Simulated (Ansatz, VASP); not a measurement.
## Si2Mo: VASP beside Ansatz

INCAR

```
PREC = Accurate ; ENCUT = 520
EDIFF = 1E-6 ; ISMEAR = 0
SIGMA = 0.1 ; LREAL = Auto
LASPH = True ; NELM = 100
ALGO = Normal ; ISIF = 2
LWAVE = False ; LCHARG = True
GGA = PE ; LELF = True
LVHAR = True ; NBANDS = 68
```

File KPOINTS:

```
regular mesh
0
Gamma
  1 1 1
```

File POSCAR:

```
Si2Mo
1.0
   -1.6084236874      4.8252710621     -3.9365099670
   -4.8252710621     -1.6084236874      3.9365099670
    4.8252710621      1.6084236874      3.9365099670
Si Mo
10 5
Direct
    0.0000000000      0.3350991367      0.3350991367
    0.8000000000      0.9350991367      0.5350991367
    0.4000000000      0.1350991367      0.9350991367
    0.6000000000      0.5350991367      0.7350991367
    0.2000000000      0.7350991367      0.1350991367
    0.0000000000      0.6649008633      0.6649008633
    0.8000000000      0.2649008633      0.8649008633
    0.4000000000      0.4649008633      0.2649008633
    0.6000000000      0.8649008633      0.0649008633
    0.2000000000      0.0649008633      0.4649008633
    0.2000000000      0.4000000000      0.8000000000
    0.0000000000      0.0000000000      0.0000000000
    0.6000000000      0.2000000000      0.4000000000
    0.8000000000      0.6000000000      0.2000000000
    0.4000000000      0.8000000000      0.6000000000
```

Input for Ansatz:

```yaml
crystal:
  lattice:
    - [-1.6084236874, 4.8252710621, -3.936509967]
    - [-4.8252710621, -1.6084236874, 3.936509967]
    - [4.8252710621, 1.6084236874, 3.936509967]
  atoms:
    - { symbol: Si, position: [0.0, 0.3350991367, 0.3350991367] }
    - { symbol: Si, position: [0.8, 0.9350991367, 0.5350991367] }
    - { symbol: Si, position: [0.4, 0.1350991367, 0.9350991367] }
    - { symbol: Si, position: [0.6, 0.5350991367, 0.7350991367] }
    - { symbol: Si, position: [0.2, 0.7350991367, 0.1350991367] }
    - { symbol: Si, position: [0.0, 0.6649008633, 0.6649008633] }
    - { symbol: Si, position: [0.8, 0.2649008633, 0.8649008633] }
    - { symbol: Si, position: [0.4, 0.4649008633, 0.2649008633] }
    - { symbol: Si, position: [0.6, 0.8649008633, 0.0649008633] }
    - { symbol: Si, position: [0.2, 0.0649008633, 0.4649008633] }
    - { symbol: Mo, position: [0.2, 0.4, 0.8] }
    - { symbol: Mo, position: [0.0, 0.0, 0.0] }
    - { symbol: Mo, position: [0.6, 0.2, 0.4] }
    - { symbol: Mo, position: [0.8, 0.6, 0.2] }
    - { symbol: Mo, position: [0.4, 0.8, 0.6] }
basis:
  ecutwfc: 420
  xc_grid: 2
kpoints:
  mp_grid: { grid: [1, 1, 1], shift: [0.0, 0.0, 0.0] }
hamiltonian:
  xc: pbe
scf:
  occupations: { method: gaussian, width: 0.1 }
output:
  forces: true
  stress: true
  eigenvalues: true
```

Alike in both runs: task single point; functional PBE; k mesh 1 × 1 × 1; occupations gaussian, width 0.1 eV; no spin polarisation.

```csv
,VASP,Ansatz
version,VASP 6.6.1,Ansatz 0.2.0
potentials or method,"VASP PAW PBE potentials, release 64 (Si, Mo_sv)","scalar-relativistic, plane waves, PAW"
plane-wave cutoff (eV),520,420
valence electrons in the cell,110,110
```

VASP gave:

| Quantity | Value |
| --- | --- |
| gap on the k mesh at the Fermi level (eV) | 0.79 |
| least direct gap on the mesh (eV) | 0.79 |
| pressure (GPa) | 3.3 |
| largest component of the traceless stress (GPa) | 7.24 |
| rms of the force components (eV/Å) | 0.276 |

**Question.** Estimate Ansatz's values.

**Answer.** gap on the k mesh at the Fermi level (eV): 0.79; least direct gap on the mesh (eV): 0.79; pressure (GPa): 3.1; largest component of the traceless stress (GPa): 7.21; rms of the force components (eV/Å): 0.274.

Atom by atom the forces differ by 0.002 eV/Å (rms over components). The functional is the same, so the differences come from potentials, cutoffs and numerics.

Caveats: the k mesh is coarse (spacing up to 1.24 Å⁻¹), so the values aren't converged; an odd mesh through Γ misses points on the zone boundary, where band edges often lie.
